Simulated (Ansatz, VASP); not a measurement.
**One calculation of C, two programs**

The input INCAR:

```
  PREC = Accurate
  ENCUT = 520
  EDIFF = 1E-6
  ISMEAR = 0
  SIGMA = 0.01
  LREAL = False
  LASPH = True
  NELM = 80
  ALGO = Normal
  ISIF = 2
  LWAVE = False
  LCHARG = True
  LELF = True
  LVHAR = True
  NBANDS = 11
```

KPOINTS

```
Automatic mesh
0
Gamma
  12 12 12
```

Contents of POSCAR:

```
C
1.0
    0.0000000000      1.7801243542      1.7801243542
    1.7801243542      0.0000000000      1.7801243542
    1.7801243542      1.7801243542      0.0000000000
C
2
Direct
    0.0000000000      0.0000000000      0.0000000000
    0.2500000000      0.2500000000      0.2500000000
```

Input for Ansatz:

```yaml
crystal:
  lattice:
    - [0.0, 1.7801243542, 1.7801243542]
    - [1.7801243542, 0.0, 1.7801243542]
    - [1.7801243542, 1.7801243542, 0.0]
  atoms:
    - { symbol: C, position: [0.0, 0.0, 0.0] }
    - { symbol: C, position: [0.25, 0.25, 0.25] }
kpoints:
  mp_grid: { grid: [12, 12, 12] }
  band_path:
    path:
      - [0.0, 0.0, 0.0]
      - [0.5, 0.0, 0.5]
      - [0.625, 0.25, 0.625]
      - [0.375, 0.375, 0.75]
      - [0.5, 0.5, 0.5]
      - [0.5, 0.25, 0.75]
      - [0.35, 0.0, 0.35]
    npoints: 1
hamiltonian:
  xc: lda
scf:
  occupations: { method: fixed }
  n_extra_bands: 4
output:
  forces: true
  stress: true
  eigenvalues: true
```

Alike in both runs: task single point; functional LDA; k mesh 12 × 12 × 12; no spin polarisation.

|  | VASP | Ansatz |
| --- | --- | --- |
| version | VASP 6.6.1 | Ansatz 0.2.0 |
| potentials or method | VASP PAW LDA potentials, release 64 (C) | plane waves, PAW |
| plane-wave cutoff (eV) | 520 | 420 |
| occupations | gaussian, width 0.01 eV | fixed |
| valence electrons in the cell | 8 | 8 |

VASP gave:

```
gap on the k mesh at the Fermi level (eV) : 4.14
pressure (GPa)                            : -9.3
```

Problem. What did Ansatz give for the same quantities?

Solution. gap on the k mesh at the Fermi level (eV): 4.14; pressure (GPa): -10.8.
